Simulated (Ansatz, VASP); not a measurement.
This is a calculation of Re for Ansatz 0.2.0.

The input input.yaml:

```yaml
crystal:
  lattice:
    - [2.7608, 0.0, 0.0]
    - [-1.3804, 2.3909229348, 0.0]
    - [0.0, 0.0, 4.4582]
  atoms:
    - { symbol: Re, position: [0.6666666667, 0.3333333333, 0.75] }
    - { symbol: Re, position: [0.3333333333, 0.6666666667, 0.25] }
kpoints:
  mp_grid: { grid: [11, 11, 6] }
scf:
  occupations: { method: gaussian, width: 0.011 }
hamiltonian:
  xc: pbe
  pseudopotentials: { kind: all_electron, lapw: { basis_error: 0.001 } }
output:
  forces: true
  stress: true
  eigenvalues: true
```

Potentials or basis: all-electron LAPW, scalar-relativistic.

Command:

```console
$ ansatz run input.yaml --threads 1 --pin off --max-ram 3072MiB --backend cpu --events-out ev --progress --plain --runs-dir out
```

Q: Set up the same calculation for VASP 6.6.1. Potentials there: VASP PAW PBE potentials, release 64 (Re).

A: As run (the cutoff follows the program's own potentials):

Contents of INCAR:

```
SYSTEM = Re
ALGO     = Fast           ! electronic algorithm
EDIFF    = 1E-6           ! SCF threshold, eV
ENCUT    = 520            ! plane-wave cutoff, eV
GGA      = PE             ! functional
ISIF     = 2              ! what is computed and relaxed
ISMEAR   = 0              ! smearing method
LASPH    = .True.         ! aspherical terms in the spheres
LCHARG   = .False.        ! write CHGCAR
LREAL    = .False.        ! projectors in reciprocal space
LWAVE    = .False.        ! write WAVECAR
NBANDS   = 14             ! bands
NELM     = 100            ! most SCF steps
PREC     = Accurate       ! precision mode
SIGMA    = 0.011          ! smearing width, eV
```

Contents of KPOINTS:

```
k-points
0
Gamma
  11 11 6
  0 0 0
```

Contents of POSCAR:

```
Re
1.0
    2.7608000000      0.0000000000      0.0000000000
   -1.3804000000      2.3909229348      0.0000000000
    0.0000000000      0.0000000000      4.4582000000
Re
2
Direct
    0.6666666667      0.3333333333      0.7500000000
    0.3333333333      0.6666666667      0.2500000000
```

Potentials or basis: VASP PAW PBE potentials, release 64 (Re).

The run is started by

```sh
$ cat potpaw_PBE.64/Re/POTCAR > POTCAR
$ mpirun -np 1 vasp_std > vasp.out
```

Both were run:

|  | VASP | Ansatz | Ansatz less VASP |
| --- | --- | --- | --- |
| gap on the k mesh at the Fermi level (eV) | none | none | - |
| pressure (GPa) | 5.5 | 5.9 | +0.45 |
| largest component of the traceless stress (GPa) | 0.66 | 0.53 | -0.121 |

A gap of «none» marks a metal or a gap that the smearing closes. Ansatz ran all-electron here, so the differences hold the error of VASP's frozen core and of both bases.

The runs have no spin-orbit coupling, so splittings on Re are missing.
